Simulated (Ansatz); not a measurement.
## Debugging a many-body input for Si3N4 (I-43d)

Aim: the G0W0 gap of Si3N4 (I-43d). The first input has a fault.

Program: Ansatz 0.2.0. Level of theory: G0W0 on PBE, plane waves, PAW. Results are calculated unless marked as measured.

**1. The structure**

The structure is cubic, space group I-43d (No. 220). The conventional cell has a = 6.475 Å, b = 6.475 Å, c = 6.475 Å, α = 90.00°, β = 90.00°, γ = 90.00°. Nearest to Si lie 4 N at 1.75 Å. Nearest to N lie 3 Si at 1.75 Å. Farther neighbours and most contacts between anions are not listed.

Structure file:

```cif
data_structure
_symmetry_space_group_name_H-M 'P 1'
_symmetry_Int_Tables_number 1
_cell_length_a 5.6073
_cell_length_b 5.6073
_cell_length_c 5.6073
_cell_angle_alpha 109.471
_cell_angle_beta 109.471
_cell_angle_gamma 109.471
_cell_volume 135.72
loop_
_atom_site_label
_atom_site_type_symbol
_atom_site_fract_x
_atom_site_fract_y
_atom_site_fract_z
_atom_site_occupancy
Si1 Si 0.25000 0.12500 0.87500 1
Si2 Si 0.87500 0.25000 0.12500 1
Si3 Si 0.75000 0.37500 0.62500 1
Si4 Si 0.62500 0.75000 0.37500 1
Si5 Si 0.12500 0.87500 0.25000 1
Si6 Si 0.37500 0.62500 0.75000 1
N7 N 0.56280 0.56280 0.56280 1
N8 N 0.43720 0.50000 0.00000 1
N9 N 0.50000 0.00000 0.93720 1
N10 N 0.00000 0.43720 0.50000 1
N11 N 0.93720 0.50000 0.00000 1
N12 N 0.06280 0.06280 0.06280 1
N13 N 0.00000 0.93720 0.50000 1
N14 N 0.50000 0.00000 0.43720 1
```

The cell and positions come from the Crystallography Open Database and are kept as given unless a step says otherwise. This is not the form that Si3N4 usually takes at ambient conditions. The default PAW set here is soft_2. Its files were made with PBE.

**2. First try**

input.yaml

```yaml
crystal:
  lattice:
    - [-3.23735, 3.23735, 3.23735]
    - [3.23735, -3.23735, 3.23735]
    - [3.23735, 3.23735, -3.23735]
  atoms:
    - { symbol: Si, position: [0.25, 0.125, 0.875] }
    - { symbol: Si, position: [0.875, 0.25, 0.125] }
    - { symbol: Si, position: [0.75, 0.375, 0.625] }
    - { symbol: Si, position: [0.625, 0.75, 0.375] }
    - { symbol: Si, position: [0.125, 0.875, 0.25] }
    - { symbol: Si, position: [0.375, 0.625, 0.75] }
    - { symbol: "N", position: [0.5628, 0.5628, 0.5628] }
    - { symbol: "N", position: [0.4372, 0.5, 0.0] }
    - { symbol: "N", position: [0.5, 0.0, 0.9372] }
    - { symbol: "N", position: [0.0, 0.4372, 0.5] }
    - { symbol: "N", position: [0.9372, 0.5, 0.0] }
    - { symbol: "N", position: [0.0628, 0.0628, 0.0628] }
    - { symbol: "N", position: [0.0, 0.9372, 0.5] }
    - { symbol: "N", position: [0.5, 0.0, 0.4372] }
kpoints:
  mp_grid: { grid: [2, 2, 2] }
hamiltonian:
  xc: pbe
scf:
  occupations: { method: fermi_dirac, width: 1.0 }
gw:
  n_empty_bands: 143
  ecut_chi: 60
  qp_bands: [v4, c4]
  qp_kpoints: band_edges
  screening: { model: contour_deformation }
```

Launch:

```sh
$ ansatz run input.yaml --threads 3 --pin off --max-ram 64512MiB --backend cuda --events-out ev --progress --plain --runs-dir out --devices 1 --max-vram 24GiB  # rebuilt from the run's record
```

Numbers of over 12 decimals in the logs are rounded to 6 here.

Output:

```text
band count auto-derived: 63 (N_el = 64.0; filled up to band 32; 46 by the electrons, moments and atoms)
GPUs: using 1 of 1 available (devices: 1).
Engine: ansatz 0.2.0, x86_64-unknown-linux-gnu
Pseudopotentials: kind: paw
Pseudopotential: Si, paw, valence charge 4, recommended cutoff 420 eV (normal), Si.paw.azcp
Pseudopotential: N, paw, valence charge 5, recommended cutoff 420 eV (normal), N.paw.azcp
Functional definition: PBE
  parameter kappa = 0.804
  parameter beta = 0.066725
  exchange = pbe_x(kappa = kappa, mu = beta*pi^2/3)
  correlation = pbe_c(beta = beta)
device memory: the entry about to start is reckoned to put 3.1 GiB on a device that reports 59.9 GiB free (of which the cap on the GPU budget leaves the run 24.0 GiB)
GPU FFT provider: cuFFT
GPU libraries: cuBLAS 13.8.1, cuFFT 12.4.0, cuSOLVER 12.3.2
Crystal: 14 atoms, lattice volume = 135.715 Å³
Basis set: ecut = 420 eV, 2659 PW (Γ)
Bands: 63, of which v1, the nominal top of the filled ones, is band 32 counted from 1 (31 counted from 0)
Symmetry: 24 space group operations
Space group: I-43d (ITA 220), of the structure as read, at distance tolerance 5.1e-5 Å
k-points: 3 of 8
Non-local potential: Si, projectors of the file, l = 0: 2, l = 1: 2, l = 2: 2
Non-local potential: N, projectors of the file, l = 0: 2, l = 1: 2, l = 2: 1
PAW form: soft (Blöchl's): semilocal exchange-correlation on the pseudo side does not see the compensation charge
PAW one-centre angular grid: Si, 110 points (default); XC on 64 Gauss nodes
PAW one-centre angular grid: N, 110 points (default); XC on 64 Gauss nodes
Initial density: superposition of atomic densities (neutral atoms: chi_scale 0, normalization atom), corrected by the library's trained network
Initial wavefunctions: pseudopotential atomic-orbital guess
GPU buffer pool allocated for 64000 grid points (all kernels)
GPU transforms: local potential and band sums: pruned to the plane-wave sphere, on 40×40×40
Functional: x = pbe(κ = 0.804, μ = 0.219515), c = pbe(β = 0.066725)
SCF iter   1: F=—  HF=-6901.510627 eV  |F-HF|=—  |Δ(HF+E_count)|=         —  Δρ=9.85e-3  dr2=1.10e-1  ethr=1.77e-3  ⟨swp⟩=7.0  Hψ=884  notcnv=0
preconditioner: auto → Resta (q_TF=auto, 2.407 Å⁻¹)  ε∞=3.3  [insulator: Δε(μ)=4.633 eV  Ē_g=16.861 eV  σ=1.000 eV  W_gap=0.82  n_scr=42 (ndim 8)  ℏωp=25.5 eV  f_vac=0.000  D(μ)=1.12/eV (n_scr^D=0)  ε∞_Penn≈3.3]
SCF iter   2: F=—  HF=-6901.490956 eV  |F-HF|=—  |Δ(HF+E_count)|=   1.97e-2  Δρ=4.49e-3  dr2=2.20e-2  ethr=1.72e-4  ⟨swp⟩=1.0  Hψ=219  notcnv=0
SCF iter   3: F=—  HF=-6901.487133 eV  |F-HF|=—  |Δ(HF+E_count)|=   3.82e-3  Δρ=6.90e-4  dr2=7.30e-4  ethr=3.44e-5  ⟨swp⟩=2.3  Hψ=284  notcnv=0
SCF iter   4: F=—  HF=-6901.487250 eV  |F-HF|=—  |Δ(HF+E_count)|=   1.17e-4  Δρ=1.47e-4  dr2=2.07e-5  ethr=1.14e-6  ⟨swp⟩=2.0  Hψ=304  notcnv=0
SCF iter   5: F=—  HF=-6901.487266 eV  |F-HF|=—  |Δ(HF+E_count)|=   1.58e-5  Δρ=1.90e-5  dr2=3.91e-7  ethr=3.23e-8  ⟨swp⟩=2.3  Hψ=335  notcnv=0
SCF iter   6: F=-6901.487267 eV  HF=-6901.487267 eV  |F-HF|=1.51e-9  |Δ(HF+E_count)|=   4.42e-7  Δρ=2.10e-6  dr2=4.33e-9  ethr=1.56e-10  ⟨swp⟩=5.7  Hψ=643  notcnv=0
SCF 1 converged in 6 iterations: F = -6901.487267 eV  dr2 = 4.33e-9
[...]
device memory: the entry about to start is reckoned to put 4.0 GiB on a device that reports 59.9 GiB free (of which the cap on the GPU budget leaves the run 24.0 GiB)
NSCF: frozen V_eff on 3 k-points
[...]
device memory: the entry about to start is reckoned to put 3.9 GiB on a device that reports 59.9 GiB free (of which the cap on the GPU budget leaves the run 24.0 GiB)
NSCF: frozen V_eff on 3 k-points
SCF converged after 6 iterations
Free energy (F): -6901.487267 eV
Harris-Foulkes:  -6901.487267 eV  (|F-HF|=1.51e-9)
Internal energy: -6896.668012 eV  (E = F + TS)
E sigma→0 (E₀):  -6899.077639 eV
Entropy (-TS):   -4.819254 eV (-344.232 meV/atom)
Fermi energy:    11.542944 eV
--- Per-component energies (eV) ---
  E_band       = 138.977844
  E_kinetic    = 1350.281358
  E_local      = -1749.027672  (includes V_loc(G=0)·N_el)
  E_nonlocal   = 510.006553
  E_hartree    = 555.897889
  E_xc         = -826.008321
  E_vxc        = -911.026091  (∫ρ·V_xc dr)
  E_paw        = -4099.516077  (= ΣΔE_a)
  E_vpaw       = -173.051405  (= ΣTr[D̂ρ^β])
  E_aug_tail   = 0.000830  (compensation charges beyond the density's cutoff)
  E_ewald      = -2638.302572
  E_smearing   = -4.819254  (= −TS)
  E_closure    = -0.000000  (closes the sum)
  Σ components = -6901.487267   (vs F -6901.487267, Δ=0.00e0)
--- Band table (eV) ---
  k-point 0: bands = [... 28 lower, 9.0773, 9.0773, 9.0773, 9.1661, 13.9388, 13.9499, 13.9499, 13.9690, ... 27 higher]
  k-point 1: bands = [... 28 lower, 7.9708, 7.9708, 9.2182, 9.2182, 14.2789, 14.2789, 15.2345, 15.2345, ... 27 higher]
  k-point 2: bands = [... 28 lower, 7.3435, 7.3435, 8.0404, 8.0404, 14.7222, 14.7222, 14.7222, 14.7222, ... 27 higher]
```

Run time: 3.6 s. Hardware: 1 × NVIDIA H100 80GB HBM3 (shared by 3 runs) with 3 threads of AMD EPYC 7R13 (Zen 3), shared host; peak memory 1 GiB.

Q: What is the fault?

The self-consistent loop converged; the step after it was not made.

The fault: smeared occupations of electronvolts. A wide smearing fills conduction states and empties valence ones, so the start is no longer the insulator.

**3. A better input**

G0W0 replaces the xc potential by the self-energy, built once from these orbitals. Only a window of levels is corrected, while the sums run over the empty bands that the input names.

Changes to input.yaml since step 2:

```diff
@@ -21,3 +21,3 @@
 kpoints:
-  mp_grid: { grid: [2, 2, 2] }
+  mp_grid: { grid: [4, 4, 4] }
 hamiltonian:
@@ -25,6 +25,6 @@
 scf:
-  occupations: { method: fermi_dirac, width: 1.0 }
+  occupations: { method: fixed }
 gw:
-  n_empty_bands: 143
-  ecut_chi: 60
+  n_empty_bands: 200
+  ecut_chi: 75.0
   qp_bands: [v4, c4]
```

Output:

```text
GPUs: using 1 of 1 available (devices: 1).
[...]
GPU FFT provider: cuFFT
GPU libraries: cuBLAS 13.8.1, cuFFT 12.4.0, cuSOLVER 12.3.2
Crystal: 14 atoms, lattice volume = 135.715 Å³
Basis set: ecut = 420 eV, 2659 PW (Γ)
Bands: 46, of which v1, the nominal top of the filled ones, is band 32 counted from 1 (31 counted from 0)
[... 1 set-up line as in the run before ...]
[...]
k-points: 8 of 64 (time reversal used)
[...]
GPU buffer pool allocated for 64000 grid points (all kernels)
[...]
SCF iter   1: F=—  HF=-6900.411869 eV  |F-HF|=—  |Δ(HF+E_count)|=         —  Δρ=2.55e-3  dr2=4.33e-3  ethr=1.77e-3  ⟨swp⟩=5.0  Hψ=1546  notcnv=0  defer=84
[...]
SCF iter   6: F=-6900.412682 eV  HF=-6900.412682 eV  |F-HF|=2.61e-9  |Δ(HF+E_count)|=   2.85e-8  Δρ=1.79e-6  dr2=3.37e-9  ethr=4.91e-11  ⟨swp⟩=10.6  Hψ=1960  notcnv=0
SCF 1 converged in 6 iterations: F = -6900.412682 eV  dr2 = 3.37e-9
[...]
0    29      9.1737   -21.7002     3.6477   -17.6385  0.7934     8.7583     8.7597  root
     0    30      9.1737   -21.7002     3.6477   -17.6385  0.7934     8.7583     8.7597  root
     0    31      9.1737   -21.7002     3.6477   -17.6385  0.7934     8.7583     8.7597  root
     0    32      9.2698   -21.7840     3.7278   -17.6235  0.7932     8.8356     8.8371  root
     0    33     13.9743    -6.8365    -4.1759   -11.8935  0.8332    14.8605    14.8553  root
     0    34     13.9743    -6.8365    -4.1759   -11.8935  0.8332    14.8605    14.8553  root
     0    35     14.0008   -11.1161    -4.2400   -16.5096  0.8204    15.1634    15.1543  root
     0    36     14.0036    -8.7910    -4.1621   -14.0050  0.8269    15.0630    15.0556  root
[...]
7    33     14.7482    -6.8128    -4.3880   -12.0995  0.8292    15.6528    15.6468  root
     7    34     14.7482    -6.8128    -4.3880   -12.0995  0.8292    15.6528    15.6468  root
     7    35     14.7482    -6.8128    -4.3880   -12.0995  0.8292    15.6528    15.6468  root
     7    36     14.7482    -6.8128    -4.3880   -12.0995  0.8292    15.6528    15.6468  root
[key lines of the parts left out:]
SCF converged after 6 iterations
Free energy (F): -6900.412682 eV
Fermi energy:    9.319223 eV
```

Wall time 6.5 s (1 × NVIDIA H100 80GB HBM3 (shared by 3 runs) with 3 threads); peak memory 1.3 GiB; 8.9 s of CPU time.

Numbers from this step:

```yaml
bands_summed: 232
rpa_eps_infinity_on_this_mesh_eigenvalues: 4.533, 4.533, 4.533
plane_waves_in_the_screening_matrix: 201
q_points_in_the_mesh: 64
g0w0_gap_on_the_mesh: 5.323 eV
k_of_the_valence_top: 0, 0, -0.5
k_of_the_conduction_bottom: 0.25, 0.25, -0.25
starting_gap_on_the_mesh: 4.126 eV
z_at_the_valence_top: 0.7935
z_at_the_conduction_bottom: 0.8363
least_direct_g0w0_gap_on_the_computed_points: 5.599 eV
```

The gap on the mesh goes from 4.13 eV to 5.32 eV, a correction of +1.20 eV. Between the two edge states, bare exchange in place of the xc potential would open the gap by 9.02 eV, and correlation takes back 7.83 eV.

**4. Results**

```yaml
first_try: the many-body step was refused after 3.6 s
better_run: G0W0 gap on the mesh 5.32 eV (4×4×4 mesh, 200 empty bands, screening to 75 eV)
```

What this shows: The second run differs in: mesh, empty bands, screening cutoff (eV) and smearing (eV). Bands and cutoff are finite, so the gap is not at the basis limit. The miss can reach some tenths of an eV and take either sign; the mesh is an error of its own.

[Paths, hosts, dates, memory and timing lines, banners, echoed tables and standing remarks are left out of the program output.]

[Logs are printed without paths, hosts, clocks, repeated set-up lines and the standing remarks that a program may print on its own settings, such as how far it seeks lower states.]

[Runs of the session that timed out or met a known fault of the program may be left out.]

[Cells called generated may have been cut or substituted from an entry of the Crystallography Open Database or the Materials Project.]

[Hosts, paths, dates, database ids (printed as entryN), source tags and the programs' standing remarks are cut or masked in the printed files.]
